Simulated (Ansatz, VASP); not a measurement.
## BAs: VASP beside Ansatz

INCAR

```
SYSTEM = BAs
PREC = Accurate
ENCUT = 520
EDIFF = 1E-7
ISMEAR = 0
SIGMA = 0.05
LREAL = .False.
LASPH = .True.
NELM = 60
ALGO = Normal
ISIF = 2
LWAVE = .False.
LCHARG = .False.
GGA = PS
NBANDS = 11
```

File KPOINTS:

```
Automatic mesh
0
Gamma
  12 12 12
  0 0 0
```

File POSCAR:

```
BAs
1.0
    0.0000000000      2.4212232444      2.3243743146
    2.4212232444      0.0000000000      2.3243743146
    2.4212232444      2.4212232444      0.0000000000
B As
1 1
Direct
    0.0000000000      0.0000000000      0.0000000000
    0.7500000000      0.7500000000      0.7500000000
```

Input for Ansatz:

```yaml
crystal:
  lattice:
    - [0.0, 2.4212232444, 2.3243743146]
    - [2.4212232444, 0.0, 2.3243743146]
    - [2.4212232444, 2.4212232444, 0.0]
  atoms:
    - { symbol: B, position: [0.0, 0.0, 0.0] }
    - { symbol: As, position: [0.75, 0.75, 0.75] }
basis:
  ecutwfc: 420
kpoints:
  mp_grid: { grid: [12, 12, 12] }
hamiltonian:
  xc: pbesol
scf:
  occupations: { method: gaussian, width: 0.05 }
output:
  forces: true
  stress: true
  eigenvalues: true
```

Alike in both runs: task single point; functional PBEsol; k mesh 12 × 12 × 12; occupations gaussian, width 0.05 eV; no spin polarisation.

|  | VASP | Ansatz |
| --- | --- | --- |
| version | VASP 6.6.1 | Ansatz 0.2.0 |
| potentials or method | VASP PAW PBE potentials, release 64 (B, As) | scalar-relativistic, plane waves, PAW |
| plane-wave cutoff (eV) | 520 | 420 |
| valence electrons in the cell | 8 | 18 |

VASP gave:

| Quantity | Value |
| --- | --- |
| gap on the k mesh at the Fermi level (eV) | 0.48 |
| least direct gap on the mesh (eV) | 2.83 |
| pressure (GPa) | 0.0 |
| largest component of the traceless stress (GPa) | 5.19 |

**Question.** Which values does Ansatz return?

**Answer.** gap on the k mesh at the Fermi level (eV): 0.49; least direct gap on the mesh (eV): 2.83; pressure (GPa): -0.8; largest component of the traceless stress (GPa): 5.23.

With one functional, cell and mesh, what is left measures potentials, basis and numerics. The two sets of potentials don't hold the same shells in valence.

Caveats: the PAW data sets were made with another functional, which shifts forces and pressure a little (VASP). As with any semilocal functional, this PBEsol gap is likely too small. A k mesh can miss the band edges.
